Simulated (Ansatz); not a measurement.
Sn: clamped-ion strain scan

The calculation used DFT PBEsol, scalar-relativistic, plane waves, PAW in Ansatz. Cutoff 420 eV, Γ-centred 20×20×20 k-points, Gaussian smearing of 0.15 eV. No spin polarisation. Energies are free energies at this smearing, counted from the undisturbed cell; pressure is positive in compression.

The starting cell (as given, not relaxed at this level; it stands at -3.6 GPa; this form isn't the usual structure):

```
Sn
1.0
    -1.72654    1.77555    2.33834
     1.72654   -1.77555    2.33834
     1.72654    1.77555   -2.33834
Sn
1
Direct
  0.00000 0.00000 0.00000
```

The cell is strained by ε times the Voigt pattern (1, 1, 0, 0, 0, 0) (xx, yy, zz, yz, xz, xy; engineering shear) with fractional coordinates fixed. The cell is metallic on the mesh throughout.

```csv
ε,ΔE (meV/atom),"stress summed along the pattern (GPa, tension positive)",pressure (GPa)
-0.1000,63.9,-19.90,9.9
-0.0500,?,-2.76,?
0.0000,0.0,7.09,-3.6
0.0250,40.5,10.62,-5.3
0.0750,163.8,15.05,-7.4
0.1000,240.3,16.33,-8.0
```

Give the withheld values.

ΔE (meV/atom) at ε = -0.0500: -22.0; pressure (GPa) at ε = -0.0500: 1.4.